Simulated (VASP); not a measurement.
# V (a cell with a defect) in VASP: further runs, part 3 of 3

VASP 6.6.1. The steps go on from the part before.

## (4) Single point, PBE

INCAR

```
SYSTEM = V
PREC     = Accurate       ! precision mode
ENCUT    = 520            ! plane-wave cutoff, eV
EDIFF    = 1E-6           ! SCF threshold, eV
ISMEAR   = -1             ! smearing method
SIGMA    = 0.15           ! smearing width, eV
LREAL    = Auto         
LASPH    = .True.         ! aspherical terms in the spheres
NELM     = 80             ! most SCF steps
ALGO     = Fast           ! electronic algorithm
ISIF     = 2              ! what is computed and relaxed
LWAVE    = .False.        ! write WAVECAR
LCHARG   = .True.         ! write CHGCAR
GGA      = PE             ! functional
LELF     = .True.         ! ELF
LVHAR    = .True.       
NBANDS   = 124            ! bands
```

KPOINTS

```
Automatic mesh
0
Gamma
  2 2 2
  0 0 0
```

POSCAR

```
V
1.0
    6.0400000000      0.0000000000      0.0000000000
    0.0000000000      6.0400000000      0.0000000000
    0.0000000000      0.0000000000      6.0400000000
V
17
Direct
   -0.0031059726     -0.0052615159     -0.0047105988
    0.4713736201     -0.0196486711      0.0115496494
   -0.0082398153      0.4990778953     -0.0091826359
   -0.0076306022     -0.0045792750      0.4944841849
    0.2374457691      0.2477994033      0.2446509499
    0.4907668195      0.5010026260     -0.0090638429
    0.4989997295      0.0070413249      0.4949884667
    0.7434326411      0.2494324272      0.2330534966
    0.0714549829      0.5757404088      0.4293313506
    0.2668926571      0.7717296165      0.2206881909
    0.2422303738      0.2515638000      0.7426222931
    0.4841503551      0.5002774276      0.4939256222
    0.7409311989      0.7432942155      0.2468799293
    0.6822100035      0.1822994570      0.8236517616
    0.2448452530      0.7531148301      0.7482398677
    0.7448986811      0.7523712779      0.7435978873
    0.8537728053      0.3721467519      0.5969783275
```

Potentials or basis: VASP PAW PBE potentials, release 64 (V_sv).

The run is started by

```bash
$ cat potpaw_PBE.64/V_sv/POTCAR > POTCAR
$ mpirun -np 1 vasp_std > vasp.out
```

OUTCAR:

```text
SYSTEM = V
   PREC = Accurate
   ENCUT = 520
   EDIFF = 1E-6
   ISMEAR = -1
   LREAL = Auto
   LASPH = .True.
   NELM = 80
   ISIF = 2
   GGA = PE

 ion  position               nearest neighbor table
   1  0.997  0.995  0.995-  14 2.44  10 2.52  15 2.57   5 2.59  16 2.60   8 2.60  11 2.63  13 2.65
                             2 2.87
   2  0.471  0.980  0.012-  14 2.10  10 2.17  15 2.51   5 2.57  13 2.59   8 2.67  11 2.69  16 2.69
                             1 2.87   6 2.90
   3  0.992  0.499  0.991-   8 2.58  11 2.60  16 2.61  15 2.61   5 2.62  13 2.62  17 2.63  10 2.72
                             9 2.73  14 2.86
   4  0.992  0.995  0.494-  17 2.50  16 2.58   5 2.61   9 2.61  15 2.61  13 2.62  11 2.63   8 2.67
                            10 2.70
   5  0.237  0.248  0.245-   9 2.48   2 2.57   1 2.59   4 2.61  12 2.61   3 2.62   7 2.63   6 2.65
                            10 2.88
   6  0.491  0.501  0.991-  14 2.46  10 2.54  15 2.58  11 2.60   8 2.60  13 2.61  16 2.63   5 2.65
                             2 2.90
   7  0.499  0.007  0.495-  14 2.51  10 2.59  11 2.61   8 2.61  16 2.61   5 2.63  13 2.63  15 2.65
[... 6 lines left out ...]
                            15 2.86  13 2.87   5 2.88
  11  0.242  0.252  0.743-  12 2.58   3 2.60   6 2.60  17 2.61   7 2.61   4 2.63   1 2.63   2 2.69
                            14 2.73   9 2.91
  12  0.484  0.500  0.494-  17 2.44   9 2.56  11 2.58  15 2.60  13 2.61   5 2.61  16 2.66  10 2.67
                             8 2.69
  13  0.741  0.743  0.247-   9 2.49   2 2.59  12 2.61   6 2.61   4 2.62   3 2.62   7 2.63   1 2.65
                            10 2.87
  14  0.682  0.182  0.824-  17 2.06   2 2.10   1 2.44   6 2.46   7 2.51   8 2.53  16 2.67  11 2.73
                             3 2.86
  15  0.245  0.753  0.748-   9 2.44   2 2.51   1 2.57   6 2.58  12 2.60   4 2.61   3 2.61   7 2.65
                            10 2.86
  16  0.745  0.752  0.744-  17 2.55   4 2.58   1 2.60   3 2.61   7 2.61   6 2.63  12 2.66  14 2.67
                             2 2.69
  17  0.854  0.372  0.597-  14 2.06   9 2.07   8 2.41  12 2.44   4 2.50  16 2.55  11 2.61   3 2.63

  LATTYP: Found a simple cubic cell.
 ALAT       =     6.0400000000

  Lattice vectors:

 A1 = (   6.0400000000,   0.0000000000,   0.0000000000)
 A2 = (   0.0000000000,   6.0400000000,   0.0000000000)
 A3 = (   0.0000000000,   0.0000000000,   6.0400000000)

Analysis of symmetry for initial positions (statically):
=====================================================================
 Subroutine PRICEL returns:
 Original cell was already a primitive cell.

 Routine SETGRP: Setting up the symmetry group for a
 simple cubic supercell.

 Subroutine GETGRP returns: Found  1 space group operations
 (whereof  1 operations were pure point group operations)
 out of a pool of 48 trial point group operations.

The static configuration has the point symmetry C_1 .

Analysis of symmetry for dynamics (positions and initial velocities):
=====================================================================
 Subroutine PRICEL returns:
 Original cell was already a primitive cell.

 Routine SETGRP: Setting up the symmetry group for a
 simple cubic supercell.

 Subroutine GETGRP returns: Found  1 space group operations
 (whereof  1 operations were pure point group operations)
 out of a pool of 48 trial point group operations.

The dynamic configuration has the point symmetry C_1 .

[... 92 lines left out ...]
  0.500000  0.500000  0.500000      1.000000
   k-points           NKPTS =      8   k-points in BZ     NKDIM =      8   number of bands    NBANDS=    124
   number of dos      NEDOS =    301   number of ions     NIONS =     17
   total plane-waves  NPLWV = 110592
   dimension x,y,z NGX =    48 NGY =   48 NGZ =   48
   dimension x,y,z NGXF=    96 NGYF=   96 NGZF=   96
   ions per type =              17
   NGX,Y,Z   is equivalent  to a cutoff of  13.21, 13.21, 13.21 a.u.
   NGXF,Y,Z  is equivalent  to a cutoff of  26.42, 26.42, 26.42 a.u.
 SYSTEM =  V
   PREC   = accura    normal or accurate (medium, high low for compatibility)
   ISTART =      0    job   : 0-new  1-cont  2-samecut
   ICHARG =      2    charge: 1-file 2-atom 10-const
   ISPIN  =      1    spin polarized calculation?
   LNONCOLLINEAR =      F non collinear calculations
   LSORBIT =      F    spin-orbit coupling
   LASPH  =      T    aspherical Exc in radial PAW
   ENCUT  =  520.0 eV  38.22 Ry    6.18 a.u.  11.23 11.23 11.23*2*pi/ulx,y,z
   NELM   =     80;   NELMIN=  2; NELMDL= -5     # of ELM steps
   EDIFF  = 0.1E-05   stopping-criterion for ELM
   LREAL  =      T    real-space projection
   EDIFFG = 0.1E-04   stopping-criterion for IOM
   NSW    =      0    number of steps for IOM
   IBRION =     -1    ionic relax: 0-MD 1-quasi-New 2-CG
   NFREE  =      0    steps in history (QN), initial steepest desc. (CG)
   ISIF   =      2    stress and relaxation
   ISYM   =      2    0-nonsym 1-usesym 2-fastsym
   POTIM  = 0.5000    time-step for ionic-motion
   TEBEG  =    0.0;   TEEND  =   0.0 temperature during run
   PSTRESS=    0.0 pullay stress
   NELECT =     221.0000    total number of electrons
   NUPDOWN=      -1.0000    fix difference up-down
   EMIN   =  10.00;   EMAX   =-10.00  energy-range for DOS
   EFERMI =   0.00;   METHOD = LEGACY
   ISMEAR =    -1;   SIGMA  =   0.15  broadening in eV -4-tet -1-fermi 0-gaus
   EFERMI_NEDOS =   21; number of points for ismear=-14 and -15
   IALGO  =     68    algorithm
   IMIX   =      4    mixing-type and parameters
     AMIX     =   0.40;   BMIX     =  1.00
     AMIX_MAG =   1.60;   BMIX_MAG =  1.00
  volume/ion in A,a.u.               =      12.96        87.47
  Fermi-wavevector in a.u.,A,eV,Ry     =   1.638710  3.096712 36.536663  2.685369
  Thomas-Fermi vector in A             =   2.729637
   LORBIT       =      0    0 simple, 1 ext, 2 COOP (PROOUT), +10 PAW based schemes
   GGA     = PE    functional components
   LHFCALC =     F    Hartree Fock is set to
   AEXX    =    0.0000 exact exchange contribution
   IVDW    =     0    specifies the selected vdW correction
   LEPSILON=     F    determine dielectric tensor
   LRPA    =     F    only Hartree local field effects (RPA)
 non-spin polarized calculation
 RMM-DIIS sequential band-by-band and
  energy-cutoff  :      520.00
  volume of cell :      220.35
 maximum number of plane-waves:      6031
 NGX is ok and might be reduce to    48
   NGX = 23   NGY = 23   NGZ = 23

 number of electron     221.0000015 magnetization

 Free energy of the ion-electron system (eV)
  ---------------------------------------------------
  ext. energy  EPLUGINS =         0.00000000
  ---------------------------------------------------
  free energy    TOTEN  =      -150.13373146 eV

  energy without entropy =     -148.62699389  energy(sigma->0) =     -149.38036268

 E-fermi :  10.3232     XC(G=0): -13.0835

 val. band max:       10.3088524286   @ k =   0.5000   0.0000   0.5000
 cond. band min:      10.3272655893   @ k =   0.0000   0.0000   0.5000
 fundamental gap:      0.0184131607
 Fermi energy:        10.3232132123

 k-point     1 :       0.0000    0.0000    0.0000
  band No.  band energies     occupation
      1     -53.6134      2.00000
      2     -53.4098      2.00000
      3     -53.3987      2.00000
      4     -53.3952      2.00000
      5     -53.3893      2.00000
      6     -53.3805      2.00000
[... 989 lines left out ...]
    121      11.7535      0.00014
    122      11.8141      0.00010
 [bands above 122 left out]

------------------------ aborting loop because EDIFF is reached ----------------------------------------

  FORCE on cell =-STRESS in cart. coord.  units (eV):
  Direction    XX          YY          ZZ          XY          YZ          ZX
  --------------------------------------------------------------------------------------
  -------------------------------------------------------------------------------------
  Total       17.8407940     17.9043250     17.8355417      3.4072617     -3.3683734     -3.2262575
  in kB      129.7220921    130.1840322    129.6839023     24.7745206    -24.4917600    -23.4584219
  external PRESSURE =     129.8633422 kB  Pullay stress =       0.0000000 kB

 VOLUME and BASIS-vectors are now :
 -----------------------------------------------------------------------------
  energy-cutoff  :      520.00
  volume of cell :      220.35
      direct lattice vectors                 reciprocal lattice vectors
     6.040000000  0.000000000  0.000000000     0.165562914  0.000000000  0.000000000
     0.000000000  6.040000000  0.000000000     0.000000000  0.165562914  0.000000000
     0.000000000  0.000000000  6.040000000     0.000000000  0.000000000  0.165562914

 POSITION                                       TOTAL-FORCE (eV/Angst)
 -----------------------------------------------------------------------------------
      6.02124      6.00822      6.01155        -0.012387      0.001644     -0.003373
      2.84710      5.92132      0.06976        -0.039569     -0.057216      0.052318
      5.99023      3.01443      5.98454         0.035937     -0.011091      0.034472
      5.99391      6.01234      2.98668         0.026887     -0.042302      0.017933
      1.43417      1.49671      1.47769         0.016187      0.059437     -0.004725
      2.96423      3.02606      5.98525        -0.015580     -0.004120     -0.016493
[... 9 lines left out ...]
      4.49919      4.54432      4.49133        -0.029447      0.011972     -0.005138
      5.15679      2.24777      3.60575         0.013926      0.006444     -0.026244
 -----------------------------------------------------------------------------------
    total drift:                                0.000594     -0.008231     -0.006382

  FREE ENERGIE OF THE ION-ELECTRON SYSTEM (eV)
  ---------------------------------------------------
  free  energy   TOTEN  =      -150.1337314615 eV

  energy  without entropy=     -148.6269938896  energy(sigma->0) =     -149.38036268
```

It took 7.3 min on 1 thread of Intel Xeon 6975P-C (Granite Rapids), shared host; peak memory 0.41 GiB.

What came out:

| Property | Result |
| --- | --- |
| Free energy | -150.1337 eV |
| Pressure | 13.0 GPa |
| Largest force | 0.087 eV/Å |
| Band gap on the k mesh | none (metal or under the smearing width) |

Forces on the atoms (eV/Å):
```
V   -0.012  0.002 -0.003
V   -0.040 -0.057  0.052
V    0.036 -0.011  0.034
V    0.027 -0.042  0.018
V    0.016  0.059 -0.005
V   -0.016 -0.004 -0.016
V   -0.035 -0.002  0.003
V   -0.044 -0.001  0.014
V    0.008  0.028 -0.015
V    0.013  0.062 -0.035
V   -0.032 -0.020  0.035
V    0.004 -0.012  0.002
V    0.049  0.004  0.013
V    0.009 -0.049 -0.020
V    0.032  0.026 -0.045
V   -0.029  0.012 -0.005
V    0.014  0.006 -0.026
```

Levels at points of the mesh, in eV from the Fermi level:
```tsv
k point	band 107	band 108	band 109	band 110	band 111	band 112	band 113	band 114
(0.00, 0.00, 0.00)	0.24	0.27	0.29	0.38	0.41	0.43	0.59	0.64
(0.50, 0.00, 0.00)	-0.21	-0.19	-0.12	0.02	0.05	0.11	0.14	0.27
(0.00, 0.50, 0.00)	-0.27	-0.19	-0.13	0.03	0.05	0.13	0.17	0.26
(0.00, 0.00, 0.50)	-0.22	-0.18	-0.12	0.00	0.04	0.08	0.12	0.28
(0.50, 0.50, 0.00)	-0.42	-0.34	-0.31	-0.29	-0.13	-0.03	0.05	0.15
(0.00, 0.50, 0.50)	-0.44	-0.35	-0.31	-0.28	-0.16	-0.02	0.06	0.11
(0.50, 0.00, 0.50)	-0.46	-0.35	-0.31	-0.26	-0.18	-0.01	0.05	0.08
(0.50, 0.50, 0.50)	-0.87	-0.84	-0.82	-0.78	-0.77	-0.70	-0.68	-0.64
```

Caveat: the k mesh is coarse (spacing up to 0.52 Å⁻¹), so the values aren't converged.

## (5) Single point, PBE

INCAR

```
PREC = Accurate
ENCUT = 520
EDIFF = 1E-6
ISMEAR = -1
SIGMA = 0.15
LREAL = Auto
LASPH = T
NELM = 60
ALGO = Fast
ISIF = 2
LWAVE = F
LCHARG = F
GGA = PE
NBANDS = 124
```

KPOINTS

```
regular mesh
0
Gamma
  2 2 2
```

POSCAR

```
V
1.0
    6.0400000000      0.0000000000      0.0000000000
    0.0000000000      6.0400000000      0.0000000000
    0.0000000000      0.0000000000      6.0400000000
V
17
Direct
   -0.0040562914     -0.0043046358     -0.0038079470
    0.4720364238     -0.0186920530      0.0136920530
   -0.0083774834      0.4990728477     -0.0081456954
   -0.0083112583     -0.0036589404      0.4950165563
    0.2365562914      0.2493543046      0.2447847682
    0.4930629139      0.4999337748     -0.0103807947
    0.4968874172      0.0059271523      0.4927980132
    0.7425993377      0.2491390728      0.2334933775
    0.0725662252      0.5778145695      0.4310099338
    0.2660264901      0.7716556291      0.2189569536
    0.2422019868      0.2512417219      0.7431788079
    0.4844039735      0.4997682119      0.4938741722
    0.7411589404      0.7429139073      0.2465066225
    0.6809271523      0.1781125828      0.8191390728
    0.2462086093      0.7538079470      0.7494536424
    0.7453642384      0.7515728477      0.7430298013
    0.8551986755      0.3737086093      0.5990728477
```

The run is started by

```bash
$ cat potpaw_PBE.64/V_sv/POTCAR > POTCAR
$ mpirun -np 1 vasp_std > vasp.out
```

Wall time 9.1 min (1 thread of Intel Xeon 6975P-C (Granite Rapids), shared host); peak memory 0.39 GiB.

The run converged. Its results:

| Property | Result |
| --- | --- |
| Free energy | -150.1341 eV |
| Pressure | 13.0 GPa |
| Largest force | 0.088 eV/Å |
| Band gap on the k mesh | none (metal or under the smearing width) |

Forces on the atoms (eV/Å):
```
V    0.002  0.007 -0.034
V   -0.058 -0.045  0.043
V    0.050 -0.013  0.022
V    0.055 -0.068  0.006
V    0.019  0.037  0.008
V   -0.041 -0.019  0.006
V   -0.015 -0.007  0.022
V   -0.017  0.011  0.003
V   -0.011  0.014 -0.006
V    0.017  0.011 -0.039
V   -0.018 -0.011  0.001
V    0.007  0.004 -0.003
V    0.052 -0.004  0.036
V    0.024 -0.003  0.020
V   -0.003  0.012 -0.049
V   -0.047  0.070  0.008
V   -0.017  0.005 -0.043
```

Stress tensor (GPa, compression positive):
```
12.94  2.51 -2.37
 2.51 13.08 -2.47
-2.37 -2.47 12.98
```

Levels at points of the mesh, in eV from the Fermi level:
```csv
k point,band 106,band 107,band 108,band 109,band 110,band 111,band 112,band 113,band 114,band 115
"(0.00, 0.00, 0.00)",0.15,0.25,0.27,0.29,0.39,0.39,0.42,0.59,0.64,0.92
"(0.50, 0.00, 0.00)",-0.29,-0.22,-0.20,-0.12,0.02,0.04,0.10,0.14,0.27,0.33
"(0.00, 0.50, 0.00)",-0.32,-0.27,-0.20,-0.12,0.02,0.04,0.11,0.18,0.26,0.29
"(0.00, 0.00, 0.50)",-0.27,-0.22,-0.18,-0.11,0.02,0.04,0.08,0.13,0.29,0.35
"(0.50, 0.50, 0.00)",-0.53,-0.43,-0.35,-0.31,-0.30,-0.15,-0.03,0.05,0.13,0.27
"(0.00, 0.50, 0.50)",-0.52,-0.44,-0.34,-0.31,-0.27,-0.17,-0.02,0.05,0.14,0.29
"(0.50, 0.00, 0.50)",-0.50,-0.44,-0.33,-0.31,-0.26,-0.18,-0.01,0.05,0.09,0.29
"(0.50, 0.50, 0.50)",-0.90,-0.87,-0.84,-0.83,-0.78,-0.77,-0.70,-0.69,-0.64,0.37
```

Caveat: the k mesh is coarse (spacing up to 0.52 Å⁻¹), so the values aren't converged.
